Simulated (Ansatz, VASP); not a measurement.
# Se: VASP beside Ansatz

The input POSCAR:

```
Se
1.0
    4.3951160745      0.0000000000      0.0000000000
   -2.1975580372      3.8062821731      0.0000000000
    0.0000000000      0.0000000000      4.9864062541
Se
3
Direct
    0.7746000000      0.7746000000      0.0000000000
    0.0000000000      0.2254000000      0.6666666667
    0.2254000000      0.0000000000      0.3333333333
```

The input INCAR.step1:

```
SYSTEM = Se
ALGO     = Normal         ! electronic algorithm
EDIFF    = 1E-4           ! SCF threshold, eV
ENCUT    = 520            ! plane-wave cutoff, eV
GGA      = PE             ! functional
ISMEAR   = -1             ! smearing method
LASPH    = .TRUE.         ! aspherical terms in the spheres
LCHARG   = .FALSE.        ! write CHGCAR
LREAL    = .FALSE.        ! projectors in reciprocal space
LWAVE    = .TRUE.         ! write WAVECAR
NBANDS   = 16             ! bands
NELM     = 80             ! most SCF steps
PREC     = Accurate       ! precision mode
SIGMA    = 0.05           ! smearing width, eV
```

The input INCAR.step2:

```
SYSTEM = Se
ALGO     = Normal         ! electronic algorithm
EDIFF    = 1E-6           ! SCF threshold, eV
ENCUT    = 520            ! plane-wave cutoff, eV
ISIF     = 2              ! what is computed and relaxed
ISMEAR   = -1             ! smearing method
ISTART   = 1            
LASPH    = .TRUE.         ! aspherical terms in the spheres
LCHARG   = .FALSE.        ! write CHGCAR
LMIXTAU  = .TRUE.       
LREAL    = .FALSE.        ! projectors in reciprocal space
LWAVE    = .FALSE.        ! write WAVECAR
METAGGA  = R2SCAN         ! meta-GGA
NBANDS   = 16             ! bands
NELM     = 80             ! most SCF steps
PREC     = Accurate       ! precision mode
SIGMA    = 0.05           ! smearing width, eV
```

KPOINTS

```
k-points
0
G
  7 7 6
  0 0 0
```

input.yaml

```yaml
crystal:
  lattice:
    - [4.3951160745, 0.0, 0.0]
    - [-2.1975580372, 3.8062821731, 0.0]
    - [0.0, 0.0, 4.9864062541]
  atoms:
    - { symbol: Se, position: [0.7746, 0.7746, 0.0] }
    - { symbol: Se, position: [0.0, 0.2254, 0.6666666667] }
    - { symbol: Se, position: [0.2254, 0.0, 0.3333333333] }
hamiltonian:
  xc: r2scan
  pseudopotentials: { kind: paw }
kpoints:
  mp_grid: { grid: [7, 7, 6] }
scf:
  occupations: { method: fermi_dirac, width: 0.05 }
output:
  forces: true
  stress: true
  eigenvalues: true
```

Alike in both runs: task single point; functional r2SCAN; k mesh 7 × 7 × 6; occupations fermi-dirac, width 0.05 eV; no spin polarisation.

```csv
,VASP,Ansatz
version,VASP 6.6.1,Ansatz 0.2.0
potentials or method,"VASP PAW PBE potentials, release 64 (Se)",Ansatz PAW
plane-wave cutoff (eV),520,500
valence electrons in the cell,18,48
```

|  | VASP | Ansatz | Ansatz less VASP |
| --- | --- | --- | --- |
| gap on the k mesh at the Fermi level (eV) | 1.42 | 1.43 | +0.010 |
| least direct gap on the mesh (eV) | 1.67 | 1.68 | +0.010 |
| pressure (GPa) | 0.2 | 0.2 | +0.03 |
| largest component of the traceless stress (GPa) | 0.13 | 0.15 | +0.016 |
| rms of the force components (eV/Å) | 0.080 | 0.081 | +0.0012 |

Atom by atom the forces differ by 0.001 eV/Å (rms over components). The two sets of potentials don't hold the same shells in valence.

Caveats: the PAW data sets were made with another functional, which shifts forces and pressure a little (VASP); an odd mesh through Γ misses points on the zone boundary, where band edges often lie (VASP); odd divisions of the mesh miss points on the zone boundary, where band edges often lie, so the gap on the mesh can be too wide (Ansatz); the PAW data sets come from PBE, with cores solved anew for the run's functional, which leaves a small shift of forces and pressure (Ansatz). r2SCAN opens gaps a little over a GGA but as a rule still falls short of measured ones.
